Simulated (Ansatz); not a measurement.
Structure: rocksalt RbBr, at its r2SCAN minimum. Space group Fm-3m (No. 225), cubic; conventional cell a = 6.922 Å, 41.45 Å³ an atom. Rb has 6 Br at 3.46 Å; Br has 6 Rb at 3.46 Å.

```yaml
crystal:
  lattice:
    - [0.00000, 3.46083, 3.46083]
    - [3.46083, 0.00000, 3.46083]
    - [3.46083, 3.46083, 0.00000]
  atoms:
    - { symbol: Rb, position: [0.00000, 0.00000, 0.00000] }
    - { symbol: Br, position: [0.50000, 0.50000, 0.50000] }
```

The questions ask for values computed with the PAW code Ansatz on this geometry. (Simulation; spin polarisation is off.)

Problem. Is there a gap with PBE, and of what kind?

Solution. The PBE gap is direct at Γ: 4.29 eV.

Problem. What does r2SCAN give for the gap (6×6×6 mesh)?

Solution. The r2SCAN gap is direct at Γ: 4.89 eV. The gap differs by +0.60 eV from PBE's.

Problem. How does the gap change from PBE to HSE06 (4×4×4)?

Solution. With HSE06 the gap is 5.44 eV and direct, at Γ. The gap differs by +1.15 eV from PBE's.

Problem. What does G0W0@PBE with 247 empty bands, a screening cutoff of 120 eV and a 4×4×4 mesh give?

Solution. 6.75 eV (PBE's gap over the path plus the quasiparticle shift read on the mesh). The quasiparticle gap on this mesh is 6.75 eV (direct at Γ), against 4.29 eV from PBE: +2.46 eV. Renormalisation factors Z lie between 0.80 and 0.86. No extrapolation in bands, cutoff or mesh was made for G0W0.

Problem. How strongly does the crystal screen a field with clamped ions (r2SCAN)?

Solution. ε∞: 2.41 in all directions. Born charges, averaged over directions: Rb +1.14, Br -1.14 e.

The runs are scalar-relativistic, without spin-orbit coupling.

The meshes of the hybrids are coarse, so their gaps aren't converged to the digits shown.
